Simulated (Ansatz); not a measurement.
The reference is LaAlO3 (space group R-3c, No. 167; a = 5.353 Å, c = 13.048 Å (hexagonal axes)).

Method: PBEsol/PAW in Ansatz (a first-principles code), no spin-orbit coupling.

Before the change:

The smallest direct gap is 3.97 eV and the lattice parameter a comes out as 5.353 Å.

Modification: a negative pressure, −1 GPa.

Problem. How does this affect the smallest direct gap?

Solution. The smallest direct gap increases by 0.01 eV, from 3.97 eV to 3.98 eV.

Problem. Predict the new lattice parameter a.

Solution. The lattice parameter a increases by 0.0094 Å, from 5.353 Å to 5.363 Å.

Load acts through the strain it causes; cell and atoms are relaxed under it. Semilocal Kohn–Sham gaps tend to fall short of experiment. Stability against distortions was not tested.
